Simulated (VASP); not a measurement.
A run of VASP 6.6.1:

The input INCAR:

```
PREC = Accurate
ENCUT = 520
EDIFF = 1E-6
ISMEAR = 0
SIGMA = 0.02
LREAL = Auto
LASPH = T
NELM = 100
ALGO = Fast
ISIF = 2
LWAVE = F
LCHARG = T
GGA = PE
LELF = T
LVHAR = T
NBANDS = 48
```

KPOINTS

```
regular mesh
0
Gamma
  2 2 2
```

Contents of POSCAR:

```
Si
1.0
    0.0000000000      5.4300000000      5.4300000000
    5.4300000000      0.0000000000      5.4300000000
    5.4300000000      5.4300000000      0.0000000000
Si
17
Direct
   -0.0118041436      0.0011857274      0.0016997238
    0.0885069982      0.1367959484      0.1375720074
   -0.0117820442      0.0011369245      0.5093715470
    0.1313904236      0.1069047882      0.6310703499
   -0.0116969613      0.5085934622      0.0017404236
    0.1304203499      0.6304892265      0.1084365562
    0.0779793738      0.4734819521      0.4748110497
    0.1312874770      0.6304793738      0.6310795580
    0.4633637201      0.0118351750      0.0127023941
    0.6173629834      0.1209952118      0.1216186004
    0.5040950276     -0.0339668508      0.5152766114
    0.6174146409      0.1208476059      0.6406369245
    0.5031270718      0.5147375691     -0.0328624309
    0.6174713628      0.6397730203      0.1215634438
    0.5040025783      0.5144033149      0.5153464088
    0.6937271639      0.6015940147      0.6028441068
    0.5147256906      0.3281606814      0.3288538674
```

Potentials or basis: VASP PAW PBE potentials, release 64 (Si).

The run is started by

```bash
$ cat potpaw_PBE.64/Si/POTCAR > POTCAR
$ mpirun -np 1 vasp_std > vasp.out
```

Hardware: 1 thread of AMD EPYC 7571, with other jobs on the host.

Problem. How long does it take, and how much memory?

Solution. Run time: 8.1 min on 1 thread of AMD EPYC 7571, with other jobs on the host, peak memory 0.44 GiB. Counts: scf iterations 16, k points 8.
